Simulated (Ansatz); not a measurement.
# P (Pm-3m): an equation of state far from equilibrium

One table from this session's results is given with a row withheld; the runs are named, their logs left out.

Program: Ansatz 0.2.0. Level of theory: DFT r²SCAN, scalar-relativistic, plane waves, PAW. These are calculated values, not measurements.

The runs add the D3(BJ) dispersion term to the functional named.

## The structure to begin with

Symmetry: Pm-3m, No. 221, cubic system. Conventional cell: a = 2.419 Å, b = 2.419 Å, c = 2.419 Å, α = 90.00°, β = 90.00°, γ = 90.00°. P (site symmetry m-3m) is surrounded by 6 P at 2.42 Å.

As a file:

```cif
data_structure
_symmetry_space_group_name_H-M 'Pm-3m'
_symmetry_Int_Tables_number 221
_cell_length_a 2.4187
_cell_length_b 2.4187
_cell_length_c 2.4187
_cell_angle_alpha 90.000
_cell_angle_beta 90.000
_cell_angle_gamma 90.000
_cell_volume 14.15
loop_
_atom_site_label
_atom_site_type_symbol
_atom_site_symmetry_multiplicity
_atom_site_Wyckoff_symbol
_atom_site_fract_x
_atom_site_fract_y
_atom_site_fract_z
_atom_site_occupancy
P1 P 1 a 0.00000 0.00000 0.00000 1
```

An earlier run at r²SCAN left this cell at 14.149 Å³/atom and -0.03 GPa (18×18×18 mesh).

Set-up of the first run:

The input, input.yaml:

```yaml
crystal:
  lattice:
    - [2.3859885412, 0.0, 0.0]
    - [0.0, 2.3859885412, 0.0]
    - [0.0, 0.0, 2.3859885412]
  atoms:
    - { symbol: P, position: [0.0, 0.0, 0.0] }
basis:
  ecutwfc: 500
  ecutrho_ratio: 4
kpoints:
  mp_grid: { grid: [18, 18, 18] }
hamiltonian:
  xc: r2scan
  dispersion: d3bj
scf:
  occupations: { method: gaussian, width: 0.05 }
output:
  forces: true
  stress: true
  eigenvalues: true
```

Run with:

```
ansatz run input.yaml --threads 1 --pin off --max-ram 2560MiB --backend cpu --events-out ev --progress --plain --runs-dir out
```

Steps of the session up to this table: Volume × 0.96; Volume × 1.04; Volume × 0.92; Volume × 0.88; Volume × 0.84; Volume × 0.8.

One table of the session follows, with a row left open; its other results are not shown here.

| volume (Å³/atom) | energy above the lowest (meV/atom) | pressure (GPa) |
| --- | --- | --- |
| 11.319 | 339.2 | 46.9 |
| 11.885 | ? | ? |
| 12.451 | 100.1 | 22.3 |
| 13.017 | 41.1 | 12.8 |
| 13.583 | 9.2 | 5.5 |
| 14.149 | 0.0 | 0.0 |
| 14.715 | 8.1 | -4.2 |

**Question.** Estimate the row for volume (Å³/atom) = 11.885.

Worked estimate for «energy above the lowest (meV/atom)». A straight line through the neighbours (11.319, 339.2) and (12.451, 100.1) gives 339.2 + (100.1 − 339.2) × (11.885 − 11.319) / (12.451 − 11.319) = 219.7; a parabola fitted to 3 rows on both sides gives 199.5.

As computed: energy above the lowest (meV/atom): 198.0; pressure (GPa): 33.6. In «energy above the lowest (meV/atom)» the line misses by +21.7 and the parabola by +1.5.

Limits of these values: The k mesh is not the same at all volumes. Other structures may be lower in enthalpy at these pressures. Warnings in the runs' records: dispersion damping borrowed.
